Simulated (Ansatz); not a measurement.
**InSe (R3m) under strain**

InSe (started from an entry of an open crystallographic database), relaxed with r2SCAN+rVV10 in the PAW code Ansatz. The symmetry is R3m (No. 160, trigonal); conventional cell a = 4.021 Å, c = 25.232 Å, 29.44 Å³ an atom. Around In lie 3 Se at 2.64 Å and 1 In at 2.79 Å; around Se lie 3 In at 2.64 Å.

The axes x, y and z are those of this cell:
```xyz
4
Lattice="2.0106 1.1608 8.4107 -2.0106 1.1608 8.4107 0.0000 -2.3216 8.4107" Properties=species:S:1:pos:R:3 pbc="T T T"
In    0.0000    0.0000    0.0120
In    0.0000    0.0000    2.7975
Se    0.0000    0.0000   15.5671
Se    0.0000    0.0000   20.8844
```

Unstrained: PBE gives a direct gap of 0.399 eV at T. The r2SCAN gap is direct at T: 0.822 eV. HSE06 gives a direct gap of 1.135 eV at T. Meshes: PBE 8×8×8, r2SCAN 8×8×8, HSE06 6×6×6. Strains are changes of length per length. After each strain the atoms were relaxed again with r2SCAN+rVV10 within the symmetry that the strain leaves, so tilts or polar shifts that break it weren't tested; points keep the names that they have in the unstrained zone. The values are computed, spin-unpolarised, and not measurements.

Changes of the least gap in eV (an overlap counts as a negative gap):

| strain | volume change (%) | space group | PBE | r2SCAN | HSE06 |
| --- | --- | --- | --- | --- | --- |
| uniaxial +4.86 % along x | +4.9 | Cm | -0.326 | -0.375 | – |

Uniaxial +4.86 % along x, other directions held. r2SCAN: the gap goes from 0.822 to 0.447 eV (-0.375 eV). Stress change with PBE, compression positive: xx -2.92, yy -1.10, zz -0.71, yz -0.10 GPa.

Spin-orbit coupling is left out, which matters wherever the heavy atoms make up the band edges.
